# Swapping phosphorus for nitrogen: stiffness and gap of cubic GaN

**Question.** Five zincblende semiconductors are known from the calculation, and one of them, GaP, shares its cation with GaN. How stiff should GaN be, how wide is its gap, and how fast does that gap move when the crystal is squeezed?

Zincblende crystals (space group F-43m), relaxed with Ansatz 0.2.0: PBE, plane-wave PAW, scalar-relativistic, no spin polarisation, cutoff 420 eV, Gaussian smearing of 0.02 eV, Γ-centred k mesh for the two-atom cell. The gap slope is d(gap on mesh)/d ln(volume) at the middle of the volume scan; the bulk modulus comes from a third-order Birch-Murnaghan fit.

```tsv
formula	element on site A	Z A	element on site B	Z B	difference of Pauling electronegativities	volume per atom (Å³)	shortest distance (Å)	k mesh	band gap on mesh (eV)	gap slope (eV)	bulk modulus (GPa)
ZnS	Zn	30	S	16	0.93	20.16	2.357	10×10×10	2.016	-4.283	69.5
ZnSe	Zn	30	Se	34	0.9	23.54	2.482	8×8×8	1.154	-3.900	56.6
GaN	Ga	31	N	7	?	11.76	1.970	10×10×10	?	?	?
GaP	Ga	31	P	15	0.38	20.85	2.384	8×8×8	1.583	-4.950	76.7
CdSe	Cd	48	Se	34	0.86	29.74	2.683	10×10×10	0.494	-2.066	44.7
CdTe	Cd	48	Te	52	0.41	36.22	2.865	10×10×10	0.587	-2.933	35.1
```

The bulk modulus $B$ measures resistance to a change of volume. The gap slope is $D = dE_g/d\ln\Omega$, where $E_g$ is the gap and $\Omega$ the volume. A negative $D$ means that compression opens the gap, by $|D|/100$ for each percent of volume lost.

**Which rows may be compared.** Two pairs keep the cation and exchange the anion: ZnSe with ZnS, and CdTe with CdSe. The step from GaP to GaN is of the same kind, so these pairs are the guide. It is a longer step, however. The bond shortens by about 17 % from GaP to GaN, against 5 to 6 % within the pairs.

**A trap in the GaP row.** At equilibrium the lowest conduction state of GaP lies at Γ, the centre of the Brillouin zone, but only just: the state at the zone-boundary point L is practically level with it. In the cell with 3 % less volume the lowest state lies on the line from Γ to X instead. The tabulated slope of -4.95 eV is taken across this change and belongs to no single band edge. Following the direct gap at Γ through the same volume scan gives about -8.2 eV, and that is the value to start from. Real GaP has an indirect gap; PBE makes the lattice slightly too large, which favours Γ.

**Stiffness.** A bulk modulus has the dimension of energy per volume. If the energy of a bond scales as $e^2/d$, with $d$ the shortest distance, and the volume as $d^3$, then

$$B \propto d^{-4}.$$

The exponent is not fitted, but dimension alone does not force it either: a bond energy scaling as $d^{-2}$ would give $d^{-5}$, and only the test on the pairs supports the fourth power. The prefactor is taken from the crystal one starts from, so the rule has no free constant. It carries ZnS to ZnSe almost exactly and CdSe to CdTe within about 2 %.

The rule is less good when the cation changes: from ZnSe to CdSe it comes out 7 % too low. It also misses a difference of valence, because $B d^4$ is 15.5 % larger for GaP than for ZnS. In GaP the atoms bring three and five valence electrons, in ZnS two and six, and the more even split goes with the stiffer crystal at similar bond length. Valence and cation are not cleanly separated, though: CdTe, with two and six, lies within about 5 % of GaP in $B d^4$. GaN has the valences of GaP and is therefore scaled from it:

$$B = 76.7\ \text{GPa} \times \left(\frac{2.384}{1.970}\right)^4 \approx 165\ \text{GPa}.$$

**Response of the gap.** A diatomic molecule with one orbital on each atom is a useful simpler system, with H₂ as the even case and LiH as the polar one. Let $V$ be the coupling of the two orbitals and $A$ half the difference of their energies. The bonding and antibonding levels are then $W = 2\sqrt{V^2+A^2}$ apart. With $V \propto d^{-2}$, a common scaling for covalent bonds,

$$\frac{dW}{d\ln d} = -\frac{4V^2}{\sqrt{V^2+A^2}}.$$

A shorter bond raises $V$ and so strengthens the response. A more polar bond raises $A$ and weakens it, because levels that are already far apart notice the coupling less. The analogy ends at the response. In the crystal the gap runs from an antibonding state of s type to a bonding state of p type, so its width also depends on how deep the atomic s levels lie below the p levels.

The two pairs show both tendencies. From ZnSe to ZnS the electronegativity difference hardly changes, and the slope grows by a factor of 1.10, close to the 1.11 that the formula gives for $A = 0$; a fixed, non-zero $A$ would give more, and since both crystals are polar the agreement may be partly chance. From CdTe to CdSe the electronegativity difference doubles, and the slope shrinks to 0.70 of its size although the bond is shorter. Polarity is one reading, but two pairs cannot prove it, and the volume scans show that it is not the whole story. Within a scan the formula asks the slope to steepen by more than a tenth from the widest to the tightest cells, and by more in a polar crystal. In CdTe it does grow, from about 2.8 to 3.1 eV in size, but in CdSe it stays between 2.0 and 2.1 eV. Something that grows under compression must work against the opening there.

Electronegativity does not rank the slopes across different cations. CdTe and GaP have nearly the same difference, yet the direct gap of GaP responds almost three times as strongly. The comparison therefore stays with one cation at a time.

Nitrogen shortens the bond and makes it more polar, both by more than in either pair. With no basis for weighting the two effects, or for scaling them to the longer step, I simply take the geometric mean of the two ratios and allow a wide range:

$$D = -8.2\ \text{eV} \times \sqrt{1.10 \times 0.70} \approx -7.2\ \text{eV}.$$

**The gap itself.** Here volume alone misleads. It would make the gap of CdSe about 0.5 eV wider than that of CdTe, whereas the calculation makes it 0.09 eV narrower. The likely reason is the anion's s level, which takes part in the conduction edge. That edge is antibonding, so the s level below pushes it up, and the deeper level of selenium pushes less than that of tellurium. Sulfur and selenium have s levels of similar depth, so in the zinc pair the shorter bond can open the gap. Volume accounts for about 0.6 eV of the difference there; the deeper p level of sulfur, which lowers the valence edge, is expected to add to it.

The 2s level of nitrogen is deep and compact, so it should offset much of the widening due to the short bond. The table offers no measure of how much. I add the mean gap change of the two pairs to the gap of GaP and allow a wide margin.

**Forecasts for GaN.** The ranges are judgements, not statistical errors.

- The bulk modulus is 165 ± 20 GPa, by far the largest of the six.
- The gap slope is -7.2 ± 2 eV. The gap should be direct at Γ, with no change of band edge near equilibrium. The shorter bond alone would speak against this, as compressed GaP shows, but the deep 2s level of nitrogen is expected to keep the conduction edge at Γ low.
- The gap is 2.0 ± 1.0 eV.
- The gap rises with pressure by $-D/B$ = 44 ± 15 meV/GPa, well below the value for the direct gap of GaP.

Bond length alone would have given a slope near -12 eV, and volume alone a gap above 6 eV. The cadmium pair speaks against both.

The withheld rows as computed:

```tsv
formula	element on site A	Z A	element on site B	Z B	difference of Pauling electronegativities	volume per atom (Å³)	shortest distance (Å)	k mesh	band gap on mesh (eV)	gap slope (eV)	bulk modulus (GPa)
GaN	Ga	31	N	7	1.23	11.76	1.970	10×10×10	1.541	-6.396	172
```

**Stiffness: a hit, slightly low.** The computed bulk modulus is 172 GPa, and the forecast falls short by about 4 % of that. A scaling checked on small changes of bond length has held over a much larger one. Why GaN is a little stiffer still is not settled by these numbers. One possibility is that the compact 2p orbitals of nitrogen bind more strongly than the length alone implies. The greater polarity of GaN, at any rate, has not made it softer than the rule.

**Slope: a hit, somewhat too steep.** The computed slope is -6.4 eV, smaller in size than for the direct gap of GaP despite the much shorter bond. GaN thus behaves like the cadmium pair, where the anion exchange also weakened the response. The forecast range was wide enough to include an unchanged slope, and polarity alone does not account for the result: as in CdSe, the slope of GaN hardly steepens under compression, staying between about 6.3 and 6.4 eV in size over the whole scan, where the two-level formula asks for clear growth. The filled d levels of the cation are a likely source of the missing term: they are expected to push the valence edge up, more strongly as the bond shortens, and so to take back part of the opening under compression. These numbers do not divide the weakening between this push and polarity.

The volume scan also places both band edges of GaN at Γ, at equilibrium and in the compressed cells down to 12 % less volume. On the mesh the gap is therefore direct, as forecast, and compression brings no change of band edge like that in GaP.

**Gap: inside the range, but a weak success.** The computed gap is 1.54 eV, about 0.4 eV below the forecast, and a range 2 eV wide was easy to hit. Simply keeping the gap of GaP would have come closer. The firmer result is the failure of the volume argument: the widening that it promises is absent, and the two gaps are practically equal; the 0.04 eV by which GaN lies lower is what half a percent of volume does to the direct gap of GaP. The deep 2s level of nitrogen is a likely reason, but no column isolates its share.

**Fixed pressure or fixed volume.** The pressure coefficient comes out at 37 meV/GPa, below the forecast of 44 but inside its range, and about a third of the value for the direct gap of GaP. Most of that reduction comes from stiffness, since GaN gives way less than half as much under the same pressure; the smaller slope adds the rest. Where the change of volume is fixed, only the slope counts, and one percent of volume lost opens the gap by about 0.06 eV. Where an outside load fixes the stress, the high bulk modulus protects the gap as well. Both figures cover only a change of volume; a strain that also changes the shape of the cell is expected to split the valence edge at Γ.

**Limits.** PBE gaps are too small; for cubic GaN the measured gap is, as a rough recalled figure, a little above 3 eV. PBE also places the filled d levels of the cations too high, which pushes up the valence edge and narrows the gaps by amounts that differ from row to row; this may contribute to the gap differences discussed above. Spin-orbit coupling is absent, and including it is expected to reverse the order of CdSe and CdTe. The gap rule rests partly on that pair, so it is a rule for this level of theory only.

For a similar exchange of anions, the order of questions is the useful part. The change in bond length gives the stiffness. For the gap and its slope one must also ask whether the new anion has a deeper s level, makes the bond more polar, and couples its p states more strongly to the filled d levels of the cation. The printed output below gives the tests on the pairs, the forecasts and their errors.

The analysis program printed:

```
Error of inverse-fourth-power law for modulus, ZnS to ZnSe, in percent: -0.1382
Error of the same law, CdSe to CdTe, in percent: -2.054
Error of the same law when the cation changes, ZnSe to CdSe, in percent: -7.267
Excess of GaP over ZnS in modulus times bond length to the fourth, in percent: 15.5
GaP direct-gap slope on the compressed side, in eV: -8.328
GaP direct-gap slope on the expanded side, in eV: -8.086
GaP direct-gap slope, mean of both sides, in eV: -8.207
GaP slope taken across the change of band edge, in eV: -4.957
Ratio of gap slopes, ZnS to ZnSe: 1.098
Ratio of gap slopes, CdSe to CdTe: 0.7044
Ratio expected from inverse square of bond length, ZnS to ZnSe: 1.109
Ratio expected from inverse square of bond length, CdSe to CdTe: 1.14
Gap of ZnS less gap of ZnSe, in eV: 0.862
Gap of CdSe less gap of CdTe, in eV: -0.093
Gap of CdSe less gap of CdTe expected from volume alone, in eV: 0.4927
Forecast GaN bulk modulus, in GPa (plus or minus 20): 164.5
Forecast GaN gap slope, in eV (plus or minus 2): -7.218
Forecast GaN gap, in eV (plus or minus 1.0): 1.968
Forecast GaN pressure coefficient of the gap, in meV/GPa (plus or minus 15): 43.88
Rival forecast of GaN gap slope from bond length alone, in eV: -12.02
Rival forecast of GaN gap from volume alone, in eV: 6.283
GaP pressure coefficient of the direct gap, in meV/GPa: 107
Computed GaN bulk modulus, in GPa: 172
Forecast less computed GaN bulk modulus, in GPa: -7.504
Computed GaN gap slope, in eV: -6.396
Forecast less computed GaN gap slope, in eV: -0.8225
Computed GaN gap, in eV: 1.541
Forecast less computed GaN gap, in eV: 0.4265
Computed GaN pressure coefficient of the gap, in meV/GPa: 37.19
```
